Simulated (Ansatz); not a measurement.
# Pb: strong compression

An exercise on one series of results from a longer session: the logs are not shown, and one member is left open.

Method: DFT PBE, with the methods named in each step, in Ansatz 0.2.0.

**Starting point**

The structure is cubic, space group Im-3m (No. 229). The conventional cell has a = 3.996 Å, b = 3.996 Å, c = 3.996 Å, α = 90.00°, β = 90.00°, γ = 90.00°. Around Pb (site symmetry m-3m) lie 8 Pb at 3.46 Å.

As a file:

```
CELL_PARAMETERS angstrom
-1.99821 1.99821 1.99821
1.99821 -1.99821 1.99821
1.99821 1.99821 -1.99821
ATOMIC_POSITIONS crystal
Pb 0.00000 0.00000 0.00000
```

Whether this phase is the stable one at these pressures isn't tested.

The first run:

Input file input.yaml:

```yaml
crystal:
  lattice:
    - [-1.9982067259, 1.9982067259, 1.9982067259]
    - [1.9982067259, -1.9982067259, 1.9982067259]
    - [1.9982067259, 1.9982067259, -1.9982067259]
  atoms:
    - { symbol: Pb, position: [0.0, 0.0, 0.0] }
kpoints:
  mp_grid: { grid: [15, 15, 15] }
scf:
  occupations: { method: fermi_dirac, width: 0.1 }
hamiltonian:
  xc: pbe
  pseudopotentials: { kind: paw }
output:
  forces: true
  stress: true
relax:
  f_tol: 0.005
  max_steps: 40
  cell: {}
```

On the command line:

```
$ ansatz run input.yaml --threads 1 --pin off --max-ram 2048MiB --backend cpu --events-out ev --progress --plain --runs-dir out
```

Among the steps run: Cell relaxed at zero pressure, PAW; Volume scaled by 1, PAW; Volume scaled by 0.88, PAW; Volume scaled by 0.78, PAW; Volume scaled by 0.68, PAW; Volume scaled by 0.58, PAW; Volume scaled by 0.5, PAW; Volume scaled by 0.43, PAW; Volume scaled by 0.43, PAW (source ansatz).

One of the session's tables, all rows but one given; the rest of the session is left out.

| method | volume over the first | volume (Å³/atom) | pressure (GPa) |
| --- | --- | --- | --- |
| PAW | 1 | ? | ? |
| PAW | 0.88 | 28.155 | 6.69 |
| PAW | 0.78 | 24.955 | 17.37 |
| PAW | 0.68 | 21.756 | 37.79 |
| PAW | 0.58 | 18.557 | 79.44 |
| PAW | 0.5 | 15.997 | 147.24 |
| PAW | 0.43 | 13.757 | 262.74 |
| PAW (source ansatz) | 0.43 | 13.757 | 262.91 |

Estimate the missing values for PAW, 1.

**Answer.** volume (Å³/atom): 31.994; pressure (GPa): 0.01. In the column «volume (Å³/atom)» it is the highest.
